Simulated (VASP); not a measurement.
Write the native input for VASP 6.6.1 that does the following.

```yaml
Task: G0W0 quasiparticle levels
Functional: LDA
Potentials_or_basis: VASP PAW LDA potentials, release 64 (Al_GW, N_GW)
Cutoff: 450 eV
k_mesh: 6 × 6 × 6
Occupations: gaussian, width 0.01 eV
Spin: no spin polarisation
GW_scheme: G0W0
GW_iterations: 1
Cutoff_of_the_response_function: 120
Frequency_points: 50
Empty_bands: 50
Further_INCAR_settings: ALGO = EVGW0; EDIFF = 1e-08; NBANDS = 54
```

AlN:

```
Al N
1.0
     0.00000    2.03452    2.03452
     2.03452    0.00000    2.03452
     2.03452    2.03452    0.00000
Al N
1 1
Direct
  0.50000 0.50000 0.50000
  0.00000 0.00000 0.00000
```

Measurements of this composition are mostly on another form, of space group No. 186.

One way to write it, as run:

POSCAR

```
AlN
1.0
    0.0000000000      2.0345180000      2.0345180000
    2.0345180000      0.0000000000      2.0345180000
    2.0345180000      2.0345180000      0.0000000000
Al N
1 1
Direct
    0.5000000000      0.5000000000      0.5000000000
    0.0000000000      0.0000000000      0.0000000000
```

INCAR.step1

```
  PREC = Accurate
  ENCUT = 450
  EDIFF = 1E-8
  ISMEAR = 0
  SIGMA = 0.01
  LREAL = False
  LASPH = True
  NELM = 60
  ALGO = Normal
  LWAVE = True
  LCHARG = False
```

INCAR.step2

```
  PREC = Accurate
  ENCUT = 450
  EDIFF = 1E-8
  ISMEAR = 0
  SIGMA = 0.01
  LREAL = False
  LASPH = True
  NELM = 1
  ALGO = Exact
  LWAVE = True
  LCHARG = False
  NBANDS = 54
  LOPTICS = True
  ISTART = 1
```

INCAR.step3

```
  PREC = Accurate
  ENCUT = 450
  EDIFF = 1E-8
  ISMEAR = 0
  SIGMA = 0.01
  LREAL = False
  LASPH = True
  ALGO = EVGW0
  LWAVE = False
  LCHARG = False
  NELMGW = 1
  NBANDS = 54
  ENCUTGW = 120
  NOMEGA = 50
  PRECFOCK = Fast
  ISTART = 1
  NBANDSGW = 12
```

KPOINTS

```
Automatic mesh
0
Gamma
  6 6 6
```

Potentials or basis: VASP PAW LDA potentials, release 64 (Al_GW, N_GW).

Command:

```sh
$ cat potpaw_LDA.64/Al_GW/POTCAR potpaw_LDA.64/N_GW/POTCAR > POTCAR
$ cp INCAR.step1 INCAR
$ mpirun -np 1 vasp_std > vasp.out
$ cp INCAR.step2 INCAR
$ mpirun -np 1 vasp_std > vasp.out
$ cp INCAR.step3 INCAR
$ mpirun -np 1 vasp_std > vasp.out
```

It gave:

```yaml
Band_gap_on_the_k_mesh_mean-field_level: 4.27 eV, indirect (least direct gap 5.49 eV)
Quasiparticle_gap: 5.87 eV
Least_direct_quasiparticle_gap: 7.06 eV
```

Caveat: the k mesh is coarse (spacing up to 0.45 Å⁻¹), so the values aren't converged; bands, screening cutoff and mesh are small and nothing is extrapolated, so the quasiparticle values aren't converged.

It took 84 s on 1 thread of Intel(R) Xeon(R) Platinum 8259CL CPU @ 2.50GHz (Skylake/Cascade Lake) (shared host), peak memory 0.24 GiB.
